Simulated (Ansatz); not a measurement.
Crystal: CO2.

```
CELL_PARAMETERS angstrom
2.63591 -2.38738 0.00000
2.63591 2.38738 0.00000
0.00000 0.00000 6.58717
ATOMIC_POSITIONS crystal
O 0.30651 0.69349 0.60816
O 0.69349 0.30651 0.39184
O 0.19349 0.80651 0.10816
O 0.80651 0.19349 0.89184
C 0.50000 0.50000 0.50000
C 0.00000 0.00000 0.00000
```

The cell comes from a database or a generator and needn't be the stable form of this composition.

```yaml
Program: Ansatz 0.2.0
Task: single point
Functional: PBEsol
Potentials_or_basis: Ansatz PAW
Cutoff: "420 eV (not typed: the program's choice for these potentials)"
k_mesh: 8 × 8 × 4
Occupations: fermi-dirac, width 0.05 eV
Spin: no spin polarisation
```

On this cell: pressure 1.0 GPa; largest force 0.041 eV/Å; band gap on the k mesh 6.55 eV, indirect (least direct gap 7.11 eV).

The same run follows on a disturbed copy (atoms moved at random, drawn with an rms of 0.05 Å):

```
CELL_PARAMETERS angstrom
2.63591 -2.38738 0.00000
2.63591 2.38738 0.00000
0.00000 0.00000 6.58717
ATOMIC_POSITIONS crystal
O 0.33198 0.70511 0.60389
O 0.68408 0.30975 0.38669
O 0.18928 0.80583 0.11288
O 0.80321 0.18211 0.88830
C 0.49159 0.49769 0.49826
C 0.01359 0.00556 0.99847
```

Q: What does the disturbed cell give?

A: The energy moves by +28.9 meV/atom; pressure 3.2 GPa; largest force 4.543 eV/Å; band gap on the k mesh 6.16 eV, indirect (least direct gap 6.67 eV).

Forces in eV/Å, atoms in the order of the input:
```
O   -0.055  3.533  2.856
O   -0.412 -0.195 -0.050
O    0.478  0.415 -0.560
O    0.564 -0.850  0.534
C    0.466 -3.357 -2.786
C   -1.040  0.455  0.006
```

Stress tensor (GPa, compression positive):
```
0.93 0.99 0.53
0.99 5.21 6.78
0.53 6.78 3.43
```

Caveats: the PAW data sets come from PBE, with cores solved anew for the run's functional, which leaves a small shift of forces and pressure.

A k mesh can miss the band edges.
